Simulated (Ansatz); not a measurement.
RuS2 (Laurite):

```
CELL_PARAMETERS angstrom
5.61060 0.00000 0.00000
0.00000 5.61060 0.00000
0.00000 0.00000 5.61060
ATOMIC_POSITIONS crystal
Ru 0.00000 0.50000 0.50000
Ru 0.50000 0.50000 0.00000
Ru 0.50000 0.00000 0.50000
Ru 0.00000 0.00000 0.00000
S 0.38831 0.11169 0.88831
S 0.11169 0.88831 0.38831
S 0.88831 0.38831 0.11169
S 0.61169 0.61169 0.61169
S 0.61169 0.88831 0.11169
S 0.88831 0.11169 0.61169
S 0.11169 0.61169 0.88831
S 0.38831 0.38831 0.38831
```

| Quantity | Value |
| --- | --- |
| Program | Ansatz 0.2.0 |
| Task | single point |
| Functional | PBE |
| Potentials or basis | Ansatz PAW |
| Cutoff | 420 eV (not typed: the program's choice for these potentials) |
| k mesh | 5 × 5 × 5 |
| Occupations | fermi-dirac, width 0.05 eV |
| Spin | no spin polarisation |

On this cell: pressure 3.7 GPa; largest force 0.258 eV/Å; band gap on the k mesh 0.75 eV, indirect (least direct gap 0.96 eV).

The same run follows on a disturbed copy (atoms moved at random, drawn with an rms of 0.05 Å):

```
Ru S
1.0
     5.61060    0.00000    0.00000
     0.00000    5.61060    0.00000
     0.00000    0.00000    5.61060
Ru S
4 8
Direct
  0.99900 0.49473 0.49459
  0.49580 0.49456 0.00806
  0.49802 0.99896 0.49949
  0.99859 0.00556 0.99708
  0.38365 0.10447 0.88456
  0.11491 0.89473 0.39167
  0.88725 0.38054 0.11052
  0.61836 0.61802 0.61652
  0.61542 0.87636 0.10909
  0.89220 0.10876 0.60752
  0.11793 0.60606 0.88659
  0.38667 0.38166 0.37992
```

Q: What changes?

A: The energy moves by +17.4 meV/atom; pressure 4.3 GPa; largest force 1.518 eV/Å; band gap on the k mesh 0.51 eV, indirect (least direct gap 0.79 eV).

Forces on the atoms (eV/Å):
```
Ru   0.465  0.435  0.423
Ru   0.885 -0.153 -1.223
Ru   0.539 -0.075 -0.142
Ru   0.203 -1.221  0.022
S    0.225  0.494  0.165
S   -0.054 -0.947 -0.707
S   -0.208  0.402  0.190
S   -0.427 -0.690 -0.276
S   -0.311  0.608  0.433
S   -0.623  0.550  0.418
S   -0.526  0.361 -0.069
S   -0.168  0.236  0.766
```

Stress tensor (GPa, compression positive):
```
 4.54 -0.27 -0.39
-0.27  4.30 -0.04
-0.39 -0.04  4.08
```

Caveats: odd divisions of the mesh miss points on the zone boundary, where band edges often lie, so the gap on the mesh can be too wide.

A k mesh can miss the band edges.
